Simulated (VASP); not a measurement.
Re, 1 atom in the cell. The structure is cubic, space group Fm-3m (No. 225). The conventional cell has a = 4.002 Å, b = 4.002 Å, c = 4.002 Å, α = 90.00°, β = 90.00°, γ = 90.00°. Re (site symmetry m-3m) is surrounded by 12 Re at 2.83 Å. This isn't the form of Re at room conditions, which is hcp. The cell isn't the ideal one: volume scaled by 1.04.

```yaml
Program: VASP 6.6.1
Task: single point
Functional: PBE
Potentials_or_basis: VASP PAW PBE potentials, release 64 (Re)
Cutoff: 520 eV
k_mesh: 12 × 12 × 12
Occupations: fermi-dirac, width 0.05 eV
Spin: no spin polarisation
Dipole_correction: no
Further_INCAR_settings: ALGO = Normal; EDIFF = 1e-06; NBANDS = 10
```

Potentials or basis: VASP PAW PBE potentials, release 64 (Re).

Command:

```bash
$ cat potpaw_PBE.64/Re/POTCAR > POTCAR
$ mpirun -np 1 vasp_std > vasp.out
```

Hardware: 1 thread of AMD EPYC 9R45 (Zen 5), with other jobs on the host.

Question: Estimate the wall time of this run.

Answer: Wall time 9.5 s on 1 thread of AMD EPYC 9R45 (Zen 5), with other jobs on the host, peak memory 0.11 GiB. Counts: scf iterations 11, k points 72.
